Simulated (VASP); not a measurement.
Write an ASE script for VASP 6.6.1 that does the following.

```yaml
Task: single point
Functional: PBE
Potentials_or_basis: VASP PAW PBE potentials, release 64 (Se, Mg)
Cutoff: 520 eV
k_mesh: 8 × 8 × 8
Occupations: gaussian, width 0.1 eV
Spin: no spin polarisation
Further_INCAR_settings: ALGO = Normal; EDIFF = 1.00e-06
```

The structure of MgSe lies in MgSe.cif:

```cif
data_MgSe
_cell_length_a 5.45100000
_cell_length_b 5.45100000
_cell_length_c 5.45100000
_cell_angle_alpha 90.00000000
_cell_angle_beta 90.00000000
_cell_angle_gamma 90.00000000
_space_group_name_H-M_alt 'Fm-3m'
_space_group_name_Hall '-F 4 2 3'
_space_group_IT_number 225
loop_
_space_group_symop_operation_xyz
'x,y,z'
'-x,-y,-z'
'-y,x,z'
'y,-x,-z'
'-x,-y,z'
'x,y,-z'
'y,-x,z'
'-y,x,-z'
'x,-y,-z'
'-x,y,z'
'-y,-x,-z'
'y,x,z'
'-x,y,-z'
'x,-y,z'
'y,x,-z'
'-y,-x,z'
'z,x,y'
'-z,-x,-y'
'z,-y,x'
'-z,y,-x'
'z,-x,-y'
'-z,x,y'
'z,y,-x'
'-z,-y,x'
'-z,x,-y'
'z,-x,y'
'-z,-y,-x'
'z,y,x'
'-z,-x,y'
'z,x,-y'
'-z,y,x'
'z,-y,-x'
'y,z,x'
'-y,-z,-x'
'x,z,-y'
'-x,-z,y'
'-y,z,-x'
'y,-z,x'
'-x,z,y'
'x,-z,-y'
'-y,-z,x'
'y,z,-x'
'-x,-z,-y'
'x,z,y'
'y,-z,-x'
'-y,z,x'
'x,-z,y'
'-x,z,-y'
'x,y+1/2,z+1/2'
'-x,-y+1/2,-z+1/2'
'-y,x+1/2,z+1/2'
'y,-x+1/2,-z+1/2'
'-x,-y+1/2,z+1/2'
'x,y+1/2,-z+1/2'
'y,-x+1/2,z+1/2'
'-y,x+1/2,-z+1/2'
'x,-y+1/2,-z+1/2'
'-x,y+1/2,z+1/2'
'-y,-x+1/2,-z+1/2'
'y,x+1/2,z+1/2'
'-x,y+1/2,-z+1/2'
'x,-y+1/2,z+1/2'
'y,x+1/2,-z+1/2'
'-y,-x+1/2,z+1/2'
'z,x+1/2,y+1/2'
'-z,-x+1/2,-y+1/2'
'z,-y+1/2,x+1/2'
'-z,y+1/2,-x+1/2'
'z,-x+1/2,-y+1/2'
'-z,x+1/2,y+1/2'
'z,y+1/2,-x+1/2'
'-z,-y+1/2,x+1/2'
'-z,x+1/2,-y+1/2'
'z,-x+1/2,y+1/2'
'-z,-y+1/2,-x+1/2'
'z,y+1/2,x+1/2'
'-z,-x+1/2,y+1/2'
'z,x+1/2,-y+1/2'
'-z,y+1/2,x+1/2'
'z,-y+1/2,-x+1/2'
'y,z+1/2,x+1/2'
'-y,-z+1/2,-x+1/2'
'x,z+1/2,-y+1/2'
'-x,-z+1/2,y+1/2'
'-y,z+1/2,-x+1/2'
'y,-z+1/2,x+1/2'
'-x,z+1/2,y+1/2'
'x,-z+1/2,-y+1/2'
'-y,-z+1/2,x+1/2'
'y,z+1/2,-x+1/2'
'-x,-z+1/2,-y+1/2'
'x,z+1/2,y+1/2'
'y,-z+1/2,-x+1/2'
'-y,z+1/2,x+1/2'
'x,-z+1/2,y+1/2'
'-x,z+1/2,-y+1/2'
'x+1/2,y,z+1/2'
'-x+1/2,-y,-z+1/2'
'-y+1/2,x,z+1/2'
'y+1/2,-x,-z+1/2'
'-x+1/2,-y,z+1/2'
'x+1/2,y,-z+1/2'
'y+1/2,-x,z+1/2'
'-y+1/2,x,-z+1/2'
'x+1/2,-y,-z+1/2'
'-x+1/2,y,z+1/2'
'-y+1/2,-x,-z+1/2'
'y+1/2,x,z+1/2'
'-x+1/2,y,-z+1/2'
'x+1/2,-y,z+1/2'
'y+1/2,x,-z+1/2'
'-y+1/2,-x,z+1/2'
'z+1/2,x,y+1/2'
'-z+1/2,-x,-y+1/2'
'z+1/2,-y,x+1/2'
'-z+1/2,y,-x+1/2'
'z+1/2,-x,-y+1/2'
'-z+1/2,x,y+1/2'
'z+1/2,y,-x+1/2'
'-z+1/2,-y,x+1/2'
'-z+1/2,x,-y+1/2'
'z+1/2,-x,y+1/2'
'-z+1/2,-y,-x+1/2'
'z+1/2,y,x+1/2'
'-z+1/2,-x,y+1/2'
'z+1/2,x,-y+1/2'
'-z+1/2,y,x+1/2'
'z+1/2,-y,-x+1/2'
'y+1/2,z,x+1/2'
'-y+1/2,-z,-x+1/2'
'x+1/2,z,-y+1/2'
'-x+1/2,-z,y+1/2'
'-y+1/2,z,-x+1/2'
'y+1/2,-z,x+1/2'
'-x+1/2,z,y+1/2'
'x+1/2,-z,-y+1/2'
'-y+1/2,-z,x+1/2'
'y+1/2,z,-x+1/2'
'-x+1/2,-z,-y+1/2'
'x+1/2,z,y+1/2'
'y+1/2,-z,-x+1/2'
'-y+1/2,z,x+1/2'
'x+1/2,-z,y+1/2'
'-x+1/2,z,-y+1/2'
'x+1/2,y+1/2,z'
'-x+1/2,-y+1/2,-z'
'-y+1/2,x+1/2,z'
'y+1/2,-x+1/2,-z'
'-x+1/2,-y+1/2,z'
'x+1/2,y+1/2,-z'
'y+1/2,-x+1/2,z'
'-y+1/2,x+1/2,-z'
'x+1/2,-y+1/2,-z'
'-x+1/2,y+1/2,z'
'-y+1/2,-x+1/2,-z'
'y+1/2,x+1/2,z'
'-x+1/2,y+1/2,-z'
'x+1/2,-y+1/2,z'
'y+1/2,x+1/2,-z'
'-y+1/2,-x+1/2,z'
'z+1/2,x+1/2,y'
'-z+1/2,-x+1/2,-y'
'z+1/2,-y+1/2,x'
'-z+1/2,y+1/2,-x'
'z+1/2,-x+1/2,-y'
'-z+1/2,x+1/2,y'
'z+1/2,y+1/2,-x'
'-z+1/2,-y+1/2,x'
'-z+1/2,x+1/2,-y'
'z+1/2,-x+1/2,y'
'-z+1/2,-y+1/2,-x'
'z+1/2,y+1/2,x'
'-z+1/2,-x+1/2,y'
'z+1/2,x+1/2,-y'
'-z+1/2,y+1/2,x'
'z+1/2,-y+1/2,-x'
'y+1/2,z+1/2,x'
'-y+1/2,-z+1/2,-x'
'x+1/2,z+1/2,-y'
'-x+1/2,-z+1/2,y'
'-y+1/2,z+1/2,-x'
'y+1/2,-z+1/2,x'
'-x+1/2,z+1/2,y'
'x+1/2,-z+1/2,-y'
'-y+1/2,-z+1/2,x'
'y+1/2,z+1/2,-x'
'-x+1/2,-z+1/2,-y'
'x+1/2,z+1/2,y'
'y+1/2,-z+1/2,-x'
'-y+1/2,z+1/2,x'
'x+1/2,-z+1/2,y'
'-x+1/2,z+1/2,-y'
loop_
_atom_site_label
_atom_site_type_symbol
_atom_site_symmetry_multiplicity
_atom_site_Wyckoff_symbol
_atom_site_fract_x
_atom_site_fract_y
_atom_site_fract_z
_atom_site_occupancy
Se1 Se 4 b 0.5000000000 0.0000000000 0.0000000000 1
Mg1 Mg 4 a 0.0000000000 0.0000000000 0.0000000000 1
```

One way to write it, as run:

run.py

```python
from ase.calculators.vasp import Vasp
from ase.dft.bandgap import bandgap
from ase.io import read

atoms = read('MgSe.cif', primitive_cell=True, subtrans_included=False)
calc = Vasp(
    directory='calc',
    xc='pbe',
    pp='PBE',
    setups='recommended',
    prec='Accurate',
    encut=520,
    ediff=1e-06,
    ismear=0,
    sigma=0.1,
    lreal=False,
    lasph=True,
    nelm=80,
    algo='Normal',
    isif=2,
    lwave=False,
    lcharg=True,
    lelf=True,
    lvhar=True,
    kpts=[8, 8, 8],
    gamma=True,
)
atoms.calc = calc

print('energy (eV):', atoms.get_potential_energy())
print('free energy (eV):', atoms.get_potential_energy(force_consistent=True))
print('forces (eV/A):')
print(atoms.get_forces())
print('stress (eV/A^3, Voigt):', atoms.get_stress())
print('Fermi level (eV):', calc.get_fermi_level())
gap, top, bottom = bandgap(calc)
print('band gap (eV):', gap, 'from (spin, k, band)', top, 'to', bottom)
```

Potentials or basis: VASP PAW PBE potentials, release 64 (Se, Mg).

Command:

```bash
$ python run.py
```

It gave:

```
Pressure               : 1.9 GPa
Band gap on the k mesh : 1.80 eV, indirect (least direct gap 2.60 eV)
```

Run time: 34 s on 1 thread of AMD EPYC 7571, with other jobs on the host, peak memory 0.14 GiB.
